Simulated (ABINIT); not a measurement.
# TePb (Pm-3m) in ABINIT: settings compared

One crystal, TePb, is run at these levels: SCAN, TB-mBJ; tasks: band structure.

Everything below comes from runs of ABINIT 10.8.3 (patched build). Logs are shortened: lines on timing, memory, paths and dates and some standing lists are left out, and cuts for length are marked. The log counts tension as positive stress, the text compression.

## Step 1: The crystal as given

It takes space group Pm-3m (No. 221, cubic). The conventional cell has a = 4.002 Å, b = 4.002 Å, c = 4.002 Å, α = 90.00°, β = 90.00°, γ = 90.00°. Pb (site symmetry m-3m) has 8 Te at 3.47 Å as nearest neighbours. Around Te (site symmetry m-3m) lie 8 Pb at 3.47 Å.

Measurements of this composition are mostly on another form, of space group No. 225.

## Step 2: Band structure, SCAN

run.abi

```
# Datasets: ground state, then fixed potential
ndtset 2

# Pseudopotentials
pp_dirpath "./"
pseudos "Pb.GGA_PBE-JTH.xml, Te.GGA_PBE-JTH.xml"

# Structure
acell 4.002287 4.002287 4.002287 Angstrom
rprim
     1.0000000000     0.0000000000     0.0000000000
     0.0000000000     1.0000000000     0.0000000000
     0.0000000000     0.0000000000     1.0000000000
ntypat 2
znucl 82 52
natom 2
typat 1 2
xred
     0.0000000000     0.0000000000     0.0000000000
     0.5000000000     0.5000000000     0.5000000000

# Plane-wave basis
ecut 26.0
pawecutdg 48.0

# Exchange and correlation
ixc -263267
usekden 1
pawxcdev 0

# Bands and occupations
occopt 3
tsmear 0.05 eV

# SCF cycle
nstep 100

# Output
iomode 3
prtwf 0
prteig 0
prtebands 0
enunit 1
prtden1 1
prtkden1 1
prtvha1 1
prtvclmb1 1
prtpot1 1

# Dataset 1
kptopt1 1
ngkpt1 7 7 7
nshiftk1 1
shiftk1 0.0 0.0 0.0
nband1 14
tolvrs1 1.0e-7

# Dataset 2: bands along G-X-M-G-R-X
iscf2 -2
getden2 1
getkden2 1
nband2 20
nbdbuf2 4
tolwfr2 1.0e-11
kptopt2 -5
ndivsm2 8
prteig2 1
kptbounds2
     0.0000000000     0.0000000000     0.0000000000
     0.0000000000     0.5000000000     0.0000000000
     0.5000000000     0.5000000000     0.0000000000
     0.0000000000     0.0000000000     0.0000000000
     0.5000000000     0.5000000000     0.5000000000
     0.0000000000     0.5000000000     0.0000000000
```

Potentials or basis: JTH PAW PBE v2.0.

The run is started by

```sh
> abinit run.abi > log 2>&1
```

run.abo:

```text
.Version 10.8.3 of ABINIT
 DATASET    1 : space group Pm -3 m (#221); Bravais cP (primitive cubic)
================================================================================
 Values of the parameters that define the memory need for DATASET  1.
     intxc =       0    ionmov =       0      iscf =      17    lmnmax =      18
     lnmax =       6     mgfft =      36  mpssoang =       3    mqgrid =    3001
     natom =       2  nloc_mem =       2    nspden =       1   nspinor =       1
    nsppol =       1      nsym =      48    n1xccc =       1    ntypat =       2
    occopt =       3   xclevel =       2
       mpw =        2762          nfft =       46656          nkpt =          20
 PAW method is used; the additional fine FFT grid is defined by:
   mgfftf=        48    nfftf =    110592
================================================================================
================================================================================

 DATASET    2 : space group Pm -3 m (#221); Bravais cP (primitive cubic)
================================================================================
 Values of the parameters that define the memory need for DATASET  2.
     intxc =       0    ionmov =       0      iscf =      -2    lmnmax =      18
     lnmax =       6     mgfft =      36  mpssoang =       3    mqgrid =    3001
     natom =       2  nloc_mem =       2    nspden =       1   nspinor =       1
    nsppol =       1      nsym =      48    n1xccc =       1    ntypat =       2
    occopt =       3   xclevel =       2
       mpw =        2767          nfft =       46656          nkpt =          53
 PAW method is used; the additional fine FFT grid is defined by:
   mgfftf=        48    nfftf =    110592
================================================================================
================================================================================

--------------------------------------------------------------------------------
------------- Echo of variables that govern the present computation ------------
--------------------------------------------------------------------------------
 -outvars: echo values of preprocessed input variables --------
            acell      7.5632263073E+00  7.5632263073E+00  7.5632263073E+00 Bohr
              amu      2.07200000E+02  1.27600000E+02
             ecut      2.60000000E+01 Hartree
           enunit           1
           getden1          0
           getden2          1
          getkden1          0
          getkden2          1
             iscf1         17
             iscf2         -2
                       outvar_i_n : Printing only first  50 k-points.
              ixc     -263267
           jdtset        1    2
                       outvar_i_n : Printing only first  50 k-points.
           kptopt1          1
           kptopt2         -5
         kptrlatt        7    0    0      0    7    0      0    0    7
          kptrlen1     5.29425842E+01
          kptrlen2     3.00000000E+01
            natom           2
            nband1         14
            nband2         20
           nbdbuf1          0
           nbdbuf2          4
           ndtset           2
           ndivsm1          0
           ndivsm2          8
            ngfft          36      36      36
          ngfftdg          48      48      48
             nkpt1         20
             nkpt2         53
            nstep         100
             nsym          48
           ntypat           2
           occopt           3
        pawecutdg      4.80000000E+01 Hartree
         pawxcdev           0
        prtebands           0
           prteig1          0
           prteig2          1
          prtkden           1
           prtpot1          1
           prtpot2          0
         prtvclmb1          1
         prtvclmb2          0
           prtvha1          1
           prtvha2          0
            prtwf           0
           shiftk1     0.00000000E+00  0.00000000E+00  0.00000000E+00
           shiftk2     5.00000000E-01  5.00000000E-01  5.00000000E-01
          spgroup         221
[... 263 lines left out ...]
 Non-SCF case, kpt    1 (  0.00000  0.00000  0.00000), residuals and eigenvalues=
  5.74E-12  2.46E-12  8.58E-12  7.81E-12  7.38E-12  4.74E-12  2.93E-12  7.99E-12
  5.37E-12  7.51E-12  6.83E-12  6.64E-12  4.98E-12  6.06E-12  6.21E-12  8.51E-12
  7.70E-12  1.27E-08  3.02E-08  9.88E-12
 -6.7066E-01 -6.7066E-01 -6.6793E-01 -6.6793E-01 -6.6793E-01 -4.9006E-01
 -2.8816E-01 -8.5676E-02 -8.5676E-02 -8.5676E-02  1.4222E-01  1.4222E-01
  1.6981E-01  1.6981E-01  1.6981E-01  3.7169E-01  4.1643E-01  4.1643E-01
  4.1643E-01  4.5257E-01
 Non-SCF case, kpt    2 (  0.00000  0.06250  0.00000), residuals and eigenvalues=
  9.87E-12  6.36E-12  4.27E-12  2.79E-12  9.01E-12  5.27E-12  4.96E-12  2.70E-12
  3.08E-12  5.20E-12  9.67E-12  6.35E-12  9.88E-12  7.79E-12  5.95E-12  7.27E-12
[... 399 lines left out ...]
  6.03E-12  3.55E-12  5.94E-12  8.33E-12  9.50E-12  3.10E-12  3.94E-12  6.51E-12
  5.85E-11  7.01E-07  8.21E-07  1.05E-04
 -6.7043E-01 -6.6895E-01 -6.6892E-01 -6.6801E-01 -6.6787E-01 -4.3562E-01
 -3.7575E-01 -6.2541E-02 -5.1439E-02 -3.3431E-02  9.1847E-03  5.3638E-02
  6.7883E-02  1.9703E-01  2.6717E-01  4.0555E-01  4.1134E-01  4.4675E-01
  4.4939E-01  4.7494E-01
 Non-SCF case, kpt   53 (  0.00000  0.50000  0.00000), residuals and eigenvalues=
  8.45E-12  5.78E-12  2.86E-12  6.36E-12  7.19E-12  6.02E-12  6.98E-12  2.53E-12
  9.59E-12  1.45E-12  2.70E-12  7.52E-12  4.83E-12  9.46E-12  6.62E-12  8.90E-12
  1.44E-11  2.59E-10  1.49E-10  2.47E-07
 -6.7051E-01 -6.6890E-01 -6.6890E-01 -6.6805E-01 -6.6783E-01 -4.3656E-01
 -3.7690E-01 -5.5180E-02 -3.0405E-02 -3.0405E-02 -1.3383E-02  5.8286E-02
  5.8286E-02  1.9128E-01  2.6002E-01  4.3673E-01  4.4505E-01  4.4505E-01
  4.5105E-01  4.5977E-01

Result for kinetic energy density :

--------------------------------------------------------------------------------
 Total kinetic energy density [Ha/Bohr^3]
)     Maximum=    1.2118E-01  at reduced coord.    0.8750    0.9583    0.9792
)     Minimum=    2.3436E-03  at reduced coord.    0.0000    0.0000    0.0000
   Integrated=    7.4762E+00
--------------------------------------------------------------------------------

--- !ResultsGS
iteration_state: {dtset: 2, }
comment   : Summary of ground state results
lattice_vectors:
- [  7.5632263,   0.0000000,   0.0000000, ]
- [  0.0000000,   7.5632263,   0.0000000, ]
- [  0.0000000,   0.0000000,   7.5632263, ]
lattice_lengths: [   7.56323,    7.56323,    7.56323, ]
lattice_angles: [ 90.000,  90.000,  90.000, ] # degrees, (23, 13, 12)
lattice_volume:   4.3263464E+02
convergence: {deltae:  0.000E+00, res2:  0.000E+00, residm:  9.995E-12, diffor:  0.000E+00, }
etotal    :   3.66763681E+00
entropy   :   0.00000000E+00
fermie    :  -2.47572488E-02
cartesian_stress_tensor: null
pressure_GPa: null
xred      :
- [  0.0000E+00,   0.0000E+00,   0.0000E+00, Pb]
- [  5.0000E-01,   5.0000E-01,   5.0000E-01, Te]
cartesian_forces: null
force_length_stats: {min: null, max: null, mean: null, }
...

 Integrated electronic density in atomic spheres:
 ------------------------------------------------
 Atom  Sphere_radius  Integrated_density
    1        2.40264         11.31972253
    2        2.31107          3.10315879

================================================================================

 ----iterations are completed or convergence reached----

 Mean square residual over all n,k,spin=   57.304E-13; max=  99.953E-13
 reduced coordinates (array xred) for    2 atoms
       0.000000000000      0.000000000000      0.000000000000
       0.500000000000      0.500000000000      0.500000000000

 cartesian coordinates (angstrom) at end:
    1      0.00000000000000     0.00000000000000     0.00000000000000
    2      2.00114350000000     2.00114350000000     2.00114350000000
 length scales=  7.563226307281  7.563226307281  7.563226307281 bohr
              =  4.002287000000  4.002287000000  4.002287000000 angstroms
 Eigenvalues (   eV  ) for nkpt=  53  k points:
 kpt#   1, nband= 20, wtk=  1.00000, kpt=  0.0000  0.0000  0.0000 (reduced coord)
 -18.24951  -18.24951  -18.17517  -18.17517  -18.17517  -13.33522   -7.84110   -2.33135
  -2.33135   -2.33135    3.87006    3.87006    4.62085    4.62085    4.62085   10.11423
  11.33150   11.33150   11.33150   12.31507
 kpt#   2, nband= 20, wtk=  1.00000, kpt=  0.0000  0.0625  0.0000 (reduced coord)
 -18.24934  -18.24678  -18.17612  -18.17612  -18.17505  -13.30226   -7.90906   -2.36399
  -2.29466   -2.29466    3.89978    3.95585    4.50430    4.51492    4.51492   10.35096
  11.07037   11.07037   11.34754   11.67995
 kpt#   3, nband= 20, wtk=  1.00000, kpt=  0.0000  0.1250  0.0000 (reduced coord)
 -18.24891  -18.23901  -18.17896  -18.17896  -18.17477  -13.20409   -8.10882   -2.42847
  -2.18582   -2.18582    3.58520    3.98843    4.21366    4.21366    4.86421   10.75459
  10.77843   10.77843   10.90823   11.39467
 kpt#   4, nband= 20, wtk=  1.00000, kpt=  0.0000  0.1875  0.0000 (reduced coord)
 -18.24822  -18.22743  -18.18334  -18.18334  -18.17437  -13.04306   -8.42553   -2.45811
  -2.00872   -2.00872    2.83574    3.76262    3.76262    4.13446    5.73858    9.86636
  10.67157   10.67157   11.46978   11.51697
 kpt#   5, nband= 20, wtk=  1.00000, kpt=  0.0000  0.2500  0.0000 (reduced coord)
[... 181 lines left out ...]
  -2.66564   -1.43885    0.68482    1.74359    3.14154    6.47876    8.58992    8.68554
   8.68673   12.52449   12.57324   13.19015
 kpt#  51, nband= 20, wtk=  1.00000, kpt=  0.0909  0.5000  0.0909 (reduced coord)
 -18.23690  -18.20652  -18.20403  -18.17659  -18.17455  -11.77939  -10.13130   -2.15491
  -2.08478   -1.13173    1.04069    1.12795    2.46123    5.80518    7.80623    9.76870
   9.88003   12.29723   12.35308   13.12430
 kpt#  52, nband= 20, wtk=  1.00000, kpt=  0.0455  0.5000  0.0455 (reduced coord)
 -18.24330  -18.20297  -18.20230  -18.17757  -18.17365  -11.85396  -10.22458   -1.70183
  -1.39973   -0.90971    0.24993    1.45955    1.84720    5.36159    7.27009   11.03558
  11.19309   12.15672   12.22848   12.92380
 kpt#  53, nband= 20, wtk=  1.00000, kpt=  0.0000  0.5000  0.0000 (reduced coord)
 -18.24553  -18.20177  -18.20177  -18.17858  -18.17271  -11.87952  -10.25605   -1.50151
  -0.82737   -0.82737   -0.36416    1.58604    1.58604    5.20512    7.07538   11.88404
  12.11033   12.11033   12.27364   12.51096

== END DATASET(S) ==============================================================
================================================================================

 -outvars: echo values of variables after computation  --------
            acell      7.5632263073E+00  7.5632263073E+00  7.5632263073E+00 Bohr
           etotal1     3.6676368086E+00
            fcart1    -0.0000000000E+00 -0.0000000000E+00 -0.0000000000E+00
                      -0.0000000000E+00 -0.0000000000E+00 -0.0000000000E+00
           strten1     4.4505589999E-05  4.4505589999E-05  4.4505589999E-05
                       0.0000000000E+00  0.0000000000E+00  0.0000000000E+00
           xangst      0.0000000000E+00  0.0000000000E+00  0.0000000000E+00
                       2.0011435000E+00  2.0011435000E+00  2.0011435000E+00
             xred      0.0000000000E+00  0.0000000000E+00  0.0000000000E+00
                       5.0000000000E-01  5.0000000000E-01  5.0000000000E-01
 Calculation completed.
```

It took 5 min on 1 thread of Arm Neoverse V1, shared host; peak memory 0.17 GiB.

Results:

| Quantity | Value |
| --- | --- |
| Free energy | 99.8015 eV |
| Pressure | -1.3 GPa |
| Band gap on the k mesh | none (metal or under the smearing width) |
| Valence electrons inside the program's atomic spheres | Pb 11.32; Te 3.10 |

Levels at the corners of the path, in eV from the Fermi level:
| point | band 6 | band 7 | band 8 | band 9 | band 10 | band 11 | band 12 | band 13 | band 14 | band 15 |
| --- | --- | --- | --- | --- | --- | --- | --- | --- | --- | --- |
| Γ | -12.66 | -7.17 | -1.66 | -1.66 | -1.66 | 4.54 | 4.54 | 5.29 | 5.29 | 5.29 |
| X | -11.21 | -9.58 | -0.83 | -0.15 | -0.15 | 0.31 | 2.26 | 2.26 | 5.88 | 7.75 |
| M | -10.44 | -8.48 | -4.50 | -4.50 | 0.21 | 3.47 | 3.89 | 3.89 | 6.64 | 7.51 |
| Γ | -12.66 | -7.17 | -1.66 | -1.66 | -1.66 | 4.54 | 4.54 | 5.29 | 5.29 | 5.29 |
| R | -10.05 | -7.75 | -2.50 | -2.50 | -2.50 | -1.04 | -1.04 | -1.04 | 14.61 | 14.61 |
| X | -11.21 | -9.58 | -0.83 | -0.15 | -0.15 | 0.31 | 2.26 | 2.26 | 5.88 | 7.75 |

Caveat: totals of a meta-GGA on PAW files have another zero than those of a GGA; the PAW data sets were made with another functional, which shifts forces and pressure a little; spin-orbit coupling is left out, which moves the levels of the heavy elements.

## Step 3: Band structure, TB-mBJ

Edit run.abi of step 2 so:

```diff
@@ -26,3 +26,3 @@
 # Exchange and correlation
-ixc -263267
+ixc -208012
 usekden 1
@@ -36,2 +36,5 @@
 nstep 100
+diemix 0.3
+optforces 0
+optstress 0
```

Potentials or basis: JTH PAW PBE v2.0.

The run is started by

```sh
> abinit run.abi > log 2>&1
```

Run time: 7.6 min. Hardware: 1 thread of Arm Neoverse V1, shared host; peak memory 0.17 GiB.

It converged, with:

```yaml
Band_gap_on_the_k_mesh: none (metal or under the smearing width)
Valence_electrons_inside_the_program's_atomic_spheres: Pb 11.29; Te 3.13
```

Levels at the corners of the path, in eV from the Fermi level:
| point | band 8 | band 9 | band 10 | band 11 | band 12 | band 13 |
| --- | --- | --- | --- | --- | --- | --- |
| Γ | -1.58 | -1.58 | -1.58 | 4.29 | 4.29 | 5.38 |
| X | -0.79 | -0.23 | -0.23 | 0.49 | 2.45 | 2.45 |
| M | -4.32 | -4.32 | 0.15 | 3.70 | 3.94 | 3.94 |
| Γ | -1.58 | -1.58 | -1.58 | 4.29 | 4.29 | 5.38 |
| R | -2.50 | -2.50 | -2.50 | -0.83 | -0.83 | -0.83 |
| X | -0.79 | -0.23 | -0.23 | 0.49 | 2.45 | 2.45 |

Caveat: the constant c of TB-mBJ comes from the pseudo density here, which moves gaps by up to 0.3 eV between sets of potentials; the PAW data sets were made with another functional, which shifts forces and pressure a little; spin-orbit coupling is left out, which moves the levels of the heavy elements.
